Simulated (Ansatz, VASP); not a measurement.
## WS2 in VASP and in Ansatz

Contents of INCAR:

```
SYSTEM = WS2
PREC = Accurate
ENCUT = 520
EDIFF = 1E-6
ISMEAR = -1
SIGMA = 0.05
LREAL = .FALSE.
LASPH = .TRUE.
NELM = 80
ALGO = Normal
ISIF = 2
LWAVE = .FALSE.
LCHARG = .TRUE.
LELF = .TRUE.
LVHAR = .TRUE.
NBANDS = 20
```

File KPOINTS:

```
Automatic mesh
0
G
  10 10 10
  0 0 0
```

File POSCAR:

```
WS2
1.0
    1.5790000000      0.9116360751      6.1633333333
   -1.5790000000      0.9116360751      6.1633333333
    0.0000000000     -1.8232721501      6.1633333333
W S
1 2
Direct
    0.0000000000      0.0000000000      0.0000000000
    0.5810000000      0.5810000000      0.5810000000
    0.7503000000      0.7503000000      0.7503000000
```

File input.yaml:

```yaml
crystal:
  lattice:
    - [1.579, 0.9116360751, 6.1633333333]
    - [-1.579, 0.9116360751, 6.1633333333]
    - [0.0, -1.8232721501, 6.1633333333]
  atoms:
    - { symbol: W, position: [0.0, 0.0, 0.0] }
    - { symbol: S, position: [0.581, 0.581, 0.581] }
    - { symbol: S, position: [0.7503, 0.7503, 0.7503] }
kpoints:
  mp_grid: { grid: [10, 10, 10] }
  band_path:
    path:
      - [0.0, 0.0, 0.0]
      - [0.5, 0.0, 0.0]
      - [0.5, 0.1812521368, -0.1812521368]
    npoints: 6
scf:
  occupations: { method: fermi_dirac, width: 0.05 }
hamiltonian:
  xc: lda
  pseudopotentials: { kind: all_electron, lapw: { basis_error: 0.002 } }
output:
  forces: true
  stress: true
  eigenvalues: true
```

Alike in both runs: functional LDA; k mesh 10 × 10 × 10; occupations fermi-dirac, width 0.05 eV; no spin polarisation.

|  | VASP | Ansatz |
| --- | --- | --- |
| version | VASP 6.6.1 | Ansatz 0.2.0 |
| potentials or method | VASP PAW LDA potentials, release 64 (W_sv, S) | all-electron LAPW, scalar-relativistic |
| plane-wave cutoff (eV) | 520 | see its input |
| task | single point | band structure |

VASP gave:

```
gap on the k mesh at the Fermi level (eV)       : 0.99
least direct gap on the mesh (eV)               : 2.23
pressure (GPa)                                  : -3.3
largest component of the traceless stress (GPa) : 0.33
rms of the force components (eV/Å)              : 0.263
```

Question: What did Ansatz give for the same quantities?

Answer: gap on the k mesh at the Fermi level (eV): 0.99; least direct gap on the mesh (eV): 2.22; pressure (GPa): -3.6; largest component of the traceless stress (GPa): 0.30; rms of the force components (eV/Å): 0.271.

Atom by atom the forces differ by 0.021 eV/Å (rms over components). Ansatz ran all-electron here, so the differences hold the error of VASP's frozen core and of both bases.

Caveats: spin-orbit coupling is left out, which moves the levels of the heavy elements. A k mesh can miss the band edges.
